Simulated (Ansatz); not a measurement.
# CdSe: the cost of one run

Computed with Ansatz 0.2.0 (DFT PBE, scalar-relativistic, plane waves, PAW, unless a step names another level, unless a step's input says otherwise).

1 further run of the same task is left out (set aside as unsound or not needed).

## (1) The system as given

It takes space group Pm-3n (No. 223, cubic). The conventional cell has a = 7.617 Å, b = 7.617 Å, c = 7.617 Å, α = 90.00°, β = 90.00°, γ = 90.00°. Cd (site symmetry -4m2) has 4 Se at 2.69 Å as nearest neighbours. Se (site symmetry -4m2) is surrounded by 4 Cd at 2.69 Å.

Structure file:

```xyz
12
Lattice="7.6166 0.0000 0.0000 0.0000 7.6166 0.0000 0.0000 0.0000 7.6166" Properties=species:S:1:pos:R:3 pbc="T T T"
Cd    3.8083    0.0000    5.7124
Cd    5.7124    3.8083    0.0000
Cd    0.0000    5.7124    3.8083
Cd    3.8083    0.0000    1.9041
Cd    1.9041    3.8083    0.0000
Cd    0.0000    1.9041    3.8083
Se    0.0000    3.8083    5.7124
Se    5.7124    0.0000    3.8083
Se    3.8083    5.7124    0.0000
Se    0.0000    3.8083    1.9041
Se    1.9041    0.0000    3.8083
Se    3.8083    1.9041    0.0000
```

The cell was relaxed beforehand at this level, from a generated guess; it is a trial structure. At a tolerance of 0.02 Å it has space group Pm-3n (No. 223); it has 36.82 Å³/atom, an uncorrected energy of -0.56 eV/atom over the elements and, on its mesh, gap 0.65 eV.

## (2) Strained cells: the elastic tensor

Input file input.yaml:

```yaml
crystal:
  lattice:
    - [7.6165853, 0.0, 0.0]
    - [0.0, 7.6165853, 0.0]
    - [0.0, 0.0, 7.6165853]
  atoms:
    - { symbol: Cd, position: [0.5, 0.0, 0.75] }
    - { symbol: Cd, position: [0.75, 0.5, 0.0] }
    - { symbol: Cd, position: [0.0, 0.75, 0.5] }
    - { symbol: Cd, position: [0.5, 0.0, 0.25] }
    - { symbol: Cd, position: [0.25, 0.5, 0.0] }
    - { symbol: Cd, position: [0.0, 0.25, 0.5] }
    - { symbol: Se, position: [0.0, 0.5, 0.75] }
    - { symbol: Se, position: [0.75, 0.0, 0.5] }
    - { symbol: Se, position: [0.5, 0.75, 0.0] }
    - { symbol: Se, position: [0.0, 0.5, 0.25] }
    - { symbol: Se, position: [0.25, 0.0, 0.5] }
    - { symbol: Se, position: [0.5, 0.25, 0.0] }
basis:
  ecutwfc: 420
kpoints:
  mp_grid: { grid: [4, 4, 4] }
hamiltonian:
  xc: pbe
scf:
  occupations: { method: fixed }
output:
  forces: true
  stress: true
  eigenvalues: true
elastic:
  mode: relaxed_ion
  stencil: two_point
```

Command:

```
> ansatz run input.yaml --threads 4 --pin off --max-ram 8192MiB --backend cpu --events-out ev --progress --plain --runs-dir out
```

**Question.** How long does this run take on 4 threads of Arm Neoverse V2, shared host, and how much memory does it need?

About 6.2 min, with a peak of 2 GiB.
